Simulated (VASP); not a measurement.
# Sb2Se3 (P2_1/m) in VASP: further runs, part 2 of 2

VASP 6.6.1.

## 3. Relaxation of cell and atoms, PBE

This run uses another cell than the first one, of 31.07 Å³/atom, 1.035 times its volume.

INCAR

```
SYSTEM = Sb2Se3
ALGO = Normal ; EDIFF = 1E-7
EDIFFG = -0.005 ; ENCUT = 520
GGA = PE ; IBRION = 2
ISIF = 3 ; ISMEAR = 0
KPAR = 8 ; LASPH = .True.
LCHARG = .False. ; LREAL = .False.
LWAVE = .False. ; NELM = 120
NSW = 60 ; POTIM = 0.3
PREC = Accurate ; SIGMA = 0.1
```

KPOINTS

```
k-points
0
Gamma
  6 8 4
  0 0 0
```

POSCAR

```
Sb2Se3                                  
1.0
    7.4409229879      0.0000000000      0.4073654973
    0.0000000000      4.0645086674      0.0000000000
   -0.2986585118      0.0000000000     10.2572665141
  Sb              Se            
     4     6
Direct
     0.2446171663871790    0.2500000000000000    0.0186312514389948
     0.0849523271560679    0.7500000000000000    0.3490731789064522
     0.7553828336128212    0.7500000000000000    0.9813687485610051
     0.9150476728439325    0.2500000000000000    0.6509268210935483
     0.9321349978091992    0.2500000000000000    0.1647897567553301
     0.4017265196474573    0.7500000000000000    0.1632251408040667
     0.2334342877311584    0.2500000000000000    0.4999258204359525
     0.0678650021908010    0.7500000000000000    0.8352102432446699
     0.5982734803525428    0.2500000000000000    0.8367748591959341
     0.7665657122688411    0.7500000000000000    0.5000741795640478
```

Potentials or basis: VASP PAW PBE potentials, release 64 (Sb, Se).

Launch:

```
$ cat potpaw_PBE.64/Sb/POTCAR potpaw_PBE.64/Se/POTCAR > POTCAR
$ mpirun -np 8 vasp_std > vasp.out
```

OUTCAR:

```text
SYSTEM = Sb2Se3
   EDIFF = 1E-7
   EDIFFG = -0.005
   ENCUT = 520
   GGA = PE
   IBRION = 2
   ISIF = 3
   ISMEAR = 0
   LASPH = .True.
   LREAL = .False.
   NELM = 120
   NSW = 60
   POTIM = 0.3
   PREC = Accurate

 ion  position               nearest neighbor table
   1  0.245  0.250  0.019-   5 2.74   6 2.79   6 2.79   8 3.09   8 3.09   9 3.19
   2  0.085  0.750  0.349-   7 2.80   7 2.80  10 2.80   6 3.00   5 3.02   5 3.02
   3  0.755  0.750  0.981-   8 2.74   9 2.79   9 2.79   5 3.09   5 3.09   6 3.19
   4  0.915  0.250  0.651-  10 2.80  10 2.80   7 2.80   9 3.00   8 3.02   8 3.02
   5  0.932  0.250  0.165-   1 2.74   2 3.02   2 3.02   3 3.09   3 3.09
   6  0.402  0.750  0.163-   1 2.79   1 2.79   2 3.00   3 3.19
   7  0.233  0.250  0.500-   2 2.80   2 2.80   4 2.80
   8  0.068  0.750  0.835-   3 2.74   4 3.02   4 3.02   1 3.09   1 3.09
   9  0.598  0.250  0.837-   3 2.79   3 2.79   4 3.00   1 3.19
  10  0.767  0.750  0.500-   4 2.80   4 2.80   2 2.80

  LATTYP: Found a simple monoclinic cell.
 ALAT       =     7.4520655902
 B/A-ratio  =     0.5454204097
 C/A-ratio  =     1.3770160038
 COS(beta)  =    -0.0255806973

  Lattice vectors:

 A1 = (   7.4409229879,   0.0000000000,   0.4073654973)
 A2 = (   0.0000000000,  -4.0645086674,   0.0000000000)
 A3 = (   0.2986585118,   0.0000000000, -10.2572665141)

Analysis of symmetry for initial positions (statically):
=====================================================================
 Subroutine PRICEL returns:
 Original cell was already a primitive cell.

 Routine SETGRP: Setting up the symmetry group for a
 simple monoclinic supercell.

 Subroutine GETGRP returns: Found  4 space group operations
 (whereof  2 operations were pure point group operations)
 out of a pool of  4 trial point group operations.

The static configuration has the point symmetry S_2 .
 The point group associated with its full space group is C_2h.

Analysis of symmetry for dynamics (positions and initial velocities):
=====================================================================
 Subroutine PRICEL returns:
 Original cell was already a primitive cell.

 Routine SETGRP: Setting up the symmetry group for a
 simple monoclinic supercell.

 Subroutine GETGRP returns: Found  4 space group operations
 (whereof  2 operations were pure point group operations)
 out of a pool of  4 trial point group operations.

The dynamic configuration has the point symmetry S_2 .
 The point group associated with its full space group is C_2h.

 Subroutine INISYM returns: Found  4 space group operations
 (whereof  2 operations are pure point group operations),
 and found     1 'primitive' translations

----------------------------------------------------------------------------------------

                                     Primitive cell

  volume of cell :     310.7122

  direct lattice vectors                    reciprocal lattice vectors
     7.440922988  0.000000000  0.407365497     0.134178044  0.000000000  0.003906832
     0.000000000  4.064508667  0.000000000     0.000000000  0.246032198  0.000000000
    -0.298658512  0.000000000 10.257266514    -0.005328857  0.000000000  0.097336702

  length of vectors
     7.452065590  4.064508667 10.261613579     0.134234909  0.246032198  0.097482461

  position of ions in fractional coordinates (direct lattice)
     0.244617166  0.250000000  0.018631251
     0.084952327  0.750000000  0.349073179
     0.755382834  0.750000000  0.981368749
     0.915047673  0.250000000  0.650926821
     0.932134998  0.250000000  0.164789757
     0.401726520  0.750000000  0.163225141
[... 90 lines left out ...]
   LREAL  =      F    real-space projection
   EDIFFG = -.5E-02   stopping-criterion for IOM
   NSW    =     60    number of steps for IOM
   IBRION =      2    ionic relax: 0-MD 1-quasi-New 2-CG
   NFREE  =      1    steps in history (QN), initial steepest desc. (CG)
   ISIF   =      3    stress and relaxation
   ISYM   =      2    0-nonsym 1-usesym 2-fastsym
   POTIM  = 0.3000    time-step for ionic-motion
   TEBEG  =    0.0;   TEEND  =   0.0 temperature during run
   PSTRESS=    0.0 pullay stress
   NELECT =      56.0000    total number of electrons
   NUPDOWN=      -1.0000    fix difference up-down
   EMIN   =  10.00;   EMAX   =-10.00  energy-range for DOS
   EFERMI =   0.00;   METHOD = LEGACY
   ISMEAR =     0;   SIGMA  =   0.10  broadening in eV -4-tet -1-fermi 0-gaus
   EFERMI_NEDOS =   21; number of points for ismear=-14 and -15
   IALGO  =     38    algorithm
   IMIX   =      4    mixing-type and parameters
     AMIX     =   0.40;   BMIX     =  1.00
     AMIX_MAG =   1.60;   BMIX_MAG =  1.00
  volume/ion in A,a.u.               =      31.07       209.68
  Fermi-wavevector in a.u.,A,eV,Ry     =   0.924737  1.747499 11.634858  0.855138
  Thomas-Fermi vector in A             =   2.050515
   LORBIT       =      0    0 simple, 1 ext, 2 COOP (PROOUT), +10 PAW based schemes
   GGA     = PE    functional components
   LHFCALC =     F    Hartree Fock is set to
   AEXX    =    0.0000 exact exchange contribution
   IVDW    =     0    specifies the selected vdW correction
   LEPSILON=     F    determine dielectric tensor
   LRPA    =     F    only Hartree local field effects (RPA)
 conjugate gradient relaxation of ions
 non-spin polarized calculation
 Gauss-broadening in eV      SIGMA  =   0.10
  energy-cutoff  :      520.00
  volume of cell :      310.71
 maximum number of plane-waves:      8407
   NGX = 27   NGY = 15   NGZ = 39

--------------------------------------- Ionic step        1  -------------------------------------------

 number of electron      55.9999996 magnetization

 Free energy of the ion-electron system (eV)
  ---------------------------------------------------
  ext. energy  EPLUGINS =         0.00000000
  ---------------------------------------------------
  free energy    TOTEN  =       -40.26389102 eV

  energy without entropy =      -40.26389035  energy(sigma->0) =      -40.26389068

------------------------ aborting loop because EDIFF is reached ----------------------------------------

  FORCE on cell =-STRESS in cart. coord.  units (eV):
  Direction    XX          YY          ZZ          XY          YZ          ZX
  --------------------------------------------------------------------------------------
  -------------------------------------------------------------------------------------
  Total        0.0718943     -0.0257943      0.0016486      0.0000000      0.0000000     -0.0122701
  in kB        0.3707206     -0.1330075      0.0085009      0.0000000      0.0000000     -0.0632705
  external PRESSURE =       0.0820713 kB  Pullay stress =       0.0000000 kB
[... 113 lines left out ...]
  FREE ENERGIE OF THE ION-ELECTRON SYSTEM (eV)
  ---------------------------------------------------
  free  energy   TOTEN  =       -40.2639178861 eV

  energy  without entropy=      -40.2639172522  energy(sigma->0) =      -40.26391757

[... ionic steps 4 to 7 ...]

--------------------------------------- Ionic step        8  -------------------------------------------

 number of electron      55.9999996 magnetization

------------------------ aborting loop because EDIFF is reached ----------------------------------------
[... 83 lines left out ...]
--------------------------------------- Ionic step       10  -------------------------------------------

 number of electron      55.9999996 magnetization

 Free energy of the ion-electron system (eV)
  ---------------------------------------------------
  ext. energy  EPLUGINS =         0.00000000
  ---------------------------------------------------
  free energy    TOTEN  =       -40.26404496 eV

  energy without entropy =      -40.26404438  energy(sigma->0) =      -40.26404467

 E-fermi :   3.7139     XC(G=0):  -8.5931

 val. band max:        3.4300989628   @ k =   0.0000   0.0000   0.2500
 cond. band min:       3.9941584556   @ k =   0.0000   0.0000   0.5000
 fundamental gap:      0.5640594928
 Fermi energy:         3.7139428366

 k-point     1 :       0.0000    0.0000    0.0000
  band No.  band energies     occupation
      1     -10.4446      2.00000
      2      -9.7814      2.00000
      3      -9.5447      2.00000
      4      -9.0535      2.00000
      5      -8.9603      2.00000
      6      -8.8818      2.00000
[... 877 lines left out ...]
     33       5.8675      0.00000
     34       5.9726      0.00000

 [... further k-points ...]

------------------------ aborting loop because EDIFF is reached ----------------------------------------

  FORCE on cell =-STRESS in cart. coord.  units (eV):
  Direction    XX          YY          ZZ          XY          YZ          ZX
  --------------------------------------------------------------------------------------
  -------------------------------------------------------------------------------------
  Total       -0.0192395     -0.0192314     -0.0284375      0.0000000      0.0000000     -0.0236478
  in kB       -0.0991223     -0.0990810     -0.1465109      0.0000000      0.0000000     -0.1218342
  external PRESSURE =      -0.1149047 kB  Pullay stress =       0.0000000 kB
[... 25 lines left out ...]
  FREE ENERGIE OF THE ION-ELECTRON SYSTEM (eV)
  ---------------------------------------------------
  free  energy   TOTEN  =       -40.2640449623 eV

  energy  without entropy=      -40.2640443800  energy(sigma->0) =      -40.26404467

 reached required accuracy - stopping structural energy minimisation
```

Wall time 6.7 min (8 MPI ranks of Intel Xeon 6975P-C (Granite Rapids), shared host); peak memory 0.83 GiB.

Results:

| Property | Result |
| --- | --- |
| Free energy | -40.2640 eV |
| Relaxed volume | 31.10 Å³/atom |
| Relaxed cell | a = 7.464 Å, b = 4.063 Å, c = 10.259 Å, α = 90.00°, β = 88.56°, γ = 90.00° |
| Space group after relaxing (to 0.05 Å) | P2_1/m (No. 11) |
| Energy gained by relaxing | 0.0 meV/atom |
| Ionic steps | 10 |
| Pressure after relaxing | 0.0 GPa |
| Largest force after relaxing | 0.005 eV/Å |
| Band gap on the k mesh | 0.56 eV, indirect (least direct gap 0.68 eV) |

Forces on the atoms (eV/Å):
```
Sb   0.001  0.000  0.004
Sb   0.005  0.000  0.001
Sb  -0.001  0.000 -0.004
Sb  -0.005  0.000 -0.001
Se   0.003  0.000 -0.001
Se   0.000  0.000 -0.003
Se  -0.004  0.000 -0.001
Se  -0.003  0.000  0.001
Se   0.000  0.000  0.003
Se   0.004  0.000  0.001
```

The path:
```tsv
step	energy change (eV)	largest force (eV/Å)	pressure (GPa)	volume (Å³)
1	0.0000	0.0091	0.01	310.71
2	0.0000	0.0075	0.00	310.76
3	0.0000	0.0073	-0.01	310.80
4	0.0000	0.0064	-0.01	310.79
5	-0.0001	0.0064	0.01	310.75
6	-0.0001	0.0064	0.01	310.73
7	-0.0001	0.0056	0.00	310.80
8	-0.0001	0.0077	-0.02	310.99
9	-0.0001	0.0068	-0.02	310.99
10	-0.0002	0.0049	-0.01	310.98
```

Final structure:
```cif
data_structure
_symmetry_space_group_name_H-M 'P 1'
_symmetry_Int_Tables_number 1
_cell_length_a 7.4637
_cell_length_b 4.0627
_cell_length_c 10.2590
_cell_angle_alpha 90.000
_cell_angle_beta 88.561
_cell_angle_gamma 90.000
_cell_volume 310.98
loop_
_atom_site_label
_atom_site_type_symbol
_atom_site_fract_x
_atom_site_fract_y
_atom_site_fract_z
_atom_site_occupancy
Sb1 Sb 0.24463 0.25000 0.01914 1
Sb2 Sb 0.08484 0.75000 0.34928 1
Sb3 Sb 0.75537 0.75000 0.98086 1
Sb4 Sb 0.91516 0.25000 0.65072 1
Se1 Se 0.93251 0.25000 0.16476 1
Se2 Se 0.40145 0.75000 0.16372 1
Se3 Se 0.23342 0.25000 0.50035 1
Se4 Se 0.06749 0.75000 0.83524 1
Se5 Se 0.59855 0.25000 0.83628 1
Se6 Se 0.76658 0.75000 0.49965 1
```

Levels at points of the mesh, in eV from the valence-band top:
| k point | band 26 | band 27 | band 28 | band 29 | band 30 | band 31 |
| --- | --- | --- | --- | --- | --- | --- |
| (0.00, 0.00, 0.00) | -1.12 | -0.20 | -0.14 | 0.73 | 1.34 | 1.80 |
| (0.50, 0.00, 0.00) | -0.65 | -0.59 | -0.29 | 0.91 | 1.58 | 1.61 |
| (0.00, 0.50, 0.00) | -0.87 | -0.66 | -0.66 | 2.05 | 2.05 | 2.25 |
| (0.50, 0.50, 0.00) | -1.55 | -0.26 | -0.26 | 1.64 | 1.64 | 2.34 |
| (0.00, 0.00, 0.50) | -0.90 | -0.80 | -0.28 | 0.56 | 0.93 | 1.52 |
| (0.50, 0.00, 0.50) | -0.66 | -0.50 | -0.26 | 0.60 | 1.53 | 1.56 |
| (0.00, 0.50, 0.50) | -0.77 | -0.64 | -0.64 | 1.68 | 1.68 | 2.27 |
| (0.50, 0.50, 0.50) | -1.34 | -0.67 | -0.67 | 1.29 | 1.29 | 2.22 |

Caveat: spin-orbit coupling is left out, which moves the levels of the heavy elements. A k mesh can miss the band edges.
